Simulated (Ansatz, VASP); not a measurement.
## One calculation of AlGaN2, two programs

INCAR

```
SYSTEM = AlGaN2
ALGO = Normal ; EDIFF = 1E-6
ENCUT = 520 ; ISIF = 2
ISMEAR = 0 ; LASPH = .TRUE.
LCHARG = .FALSE. ; LREAL = .FALSE.
LWAVE = .FALSE. ; NBANDS = 21
NELM = 100 ; PREC = Accurate
SIGMA = 0.05
```

Contents of KPOINTS:

```
k-points
0
G
  8 8 6
  0 0 0
```

Contents of POSCAR:

```
AlGaN2
1.0
    3.1931686309      0.0000000000      0.0000000000
    0.0000000000      3.1931686309      0.0000000000
    0.0000000000      0.0000000000      4.3843301683
Al Ga N
1 1 2
Direct
    0.5000000000      0.5000000000      0.5000000000
    0.0000000000      0.0000000000      0.0000000000
    0.5000000000      0.0000000000      0.7400513246
    0.0000000000      0.5000000000      0.2599486754
```

Input for Ansatz:

```yaml
crystal:
  lattice:
    - [3.1931686309, 0.0, 0.0]
    - [0.0, 3.1931686309, 0.0]
    - [0.0, 0.0, 4.3843301683]
  atoms:
    - { symbol: Al, position: [0.5, 0.5, 0.5] }
    - { symbol: Ga, position: [0.0, 0.0, 0.0] }
    - { symbol: "N", position: [0.5, 0.0, 0.7400513246] }
    - { symbol: "N", position: [0.0, 0.5, 0.2599486754] }
basis:
  ecutwfc: 420
kpoints:
  mp_grid: { grid: [8, 8, 6] }
hamiltonian:
  xc: lda
scf:
  occupations: { method: gaussian, width: 0.05 }
output:
  forces: true
  stress: true
  eigenvalues: true
```

Change from the starting cell: strain +0.025 along x and y, +0.000 along z, atoms carried along.

Alike in both runs: task single point; functional LDA; k mesh 8 × 8 × 6; occupations gaussian, width 0.05 eV; no spin polarisation.

```csv
,VASP,Ansatz
version,VASP 6.6.1,Ansatz 0.2.0
potentials or method,"VASP PAW LDA potentials, release 64 (Al, Ga_d, N)","scalar-relativistic, plane waves, PAW"
plane-wave cutoff (eV),520,420
valence electrons in the cell,26,26
```

Ansatz gave:

* gap on the k mesh at the Fermi level (eV): 2.72
* least direct gap on the mesh (eV): 2.72
* pressure (GPa): -9.3
* largest component of the traceless stress (GPa): 2.18
* rms of the force components (eV/Å): 0.012

**Question.** What did VASP give for the same quantities?

**Answer.** gap on the k mesh at the Fermi level (eV): 2.73; least direct gap on the mesh (eV): 2.73; pressure (GPa): -8.6; largest component of the traceless stress (GPa): 2.17; rms of the force components (eV/Å): 0.023.

Atom by atom the forces differ by 0.011 eV/Å (rms over components).
